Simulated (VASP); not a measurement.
Here is a VASP 6.6.1 calculation.

The input POSCAR:

```
Si
1.0
    4.1209500000      0.0000000000      0.0000000000
   -2.0604700000      3.5688500000      0.0000000000
    0.0000000000      0.0000000000      2.6547900000
Si
2
Direct
    0.3333300000      0.6666700000      0.5000000000
    0.6666700000      0.3333300000      0.5000000000
```

The input INCAR.step1:

```
SYSTEM = Si
ALGO = Normal
EDIFF = 1E-5
ENCUT = 520
GGA = PE
ISIF = 2
ISMEAR = -1
LASPH = .TRUE.
LCHARG = .FALSE.
LREAL = .FALSE.
LWAVE = .TRUE.
NBANDS = 11
NELM = 60
PREC = Accurate
SIGMA = 0.05
```

The input INCAR.step2:

```
SYSTEM = Si
AEXX = 0.5
ALGO = Normal
EDIFF = 1E-7
ENCUT = 520
HFRCUT = -1
ISIF = 2
ISMEAR = -1
ISTART = 1
LASPH = .TRUE.
LCHARG = .FALSE.
LHFCALC = .TRUE.
LMIXTAU = .TRUE.
LREAL = .FALSE.
LWAVE = .FALSE.
METAGGA = R2SCAN
NBANDS = 11
NELM = 60
PREC = Accurate
PRECFOCK = Normal
SIGMA = 0.05
```

Contents of KPOINTS:

```
k-points
0
G
  4 4 5
  0 0 0
```

KPOINTS_OPT

```
path GMKGALHA,LM,KH
12
line-mode
reciprocal
 0.0000000000  0.0000000000  0.0000000000  G
 0.5000000000  0.0000000000  0.0000000000  M

 0.5000000000  0.0000000000  0.0000000000  M
 0.3333333333  0.3333333333  0.0000000000  K

 0.3333333333  0.3333333333  0.0000000000  K
 0.0000000000  0.0000000000  0.0000000000  G

 0.0000000000  0.0000000000  0.0000000000  G
 0.0000000000  0.0000000000  0.5000000000  A

 0.0000000000  0.0000000000  0.5000000000  A
 0.5000000000  0.0000000000  0.5000000000  L

 0.5000000000  0.0000000000  0.5000000000  L
 0.3333333333  0.3333333333  0.5000000000  H

 0.3333333333  0.3333333333  0.5000000000  H
 0.0000000000  0.0000000000  0.5000000000  A

 0.5000000000  0.0000000000  0.5000000000  L
 0.5000000000  0.0000000000  0.0000000000  M

 0.3333333333  0.3333333333  0.0000000000  K
 0.3333333333  0.3333333333  0.5000000000  H
```

Potentials or basis: VASP PAW PBE potentials, release 64 (Si).

The run is started by

```sh
$ cat potpaw_PBE.64/Si/POTCAR > POTCAR
$ cp INCAR.step1 INCAR
$ mpirun -np 1 vasp_std > vasp.out
$ cp INCAR.step2 INCAR
$ mpirun -np 1 vasp_std > vasp.out
```

(1) Estimate the band gap along the path.

(2) What does it give for the pressure?

## Answers

(1) none (metal or under the smearing width).

(2) -5.6 GPa.

Caveat: the k mesh is coarse (spacing up to 0.47 Å⁻¹), so the values aren't converged, least of all with exact exchange; the PAW data sets were made with another functional, which shifts forces and pressure a little.
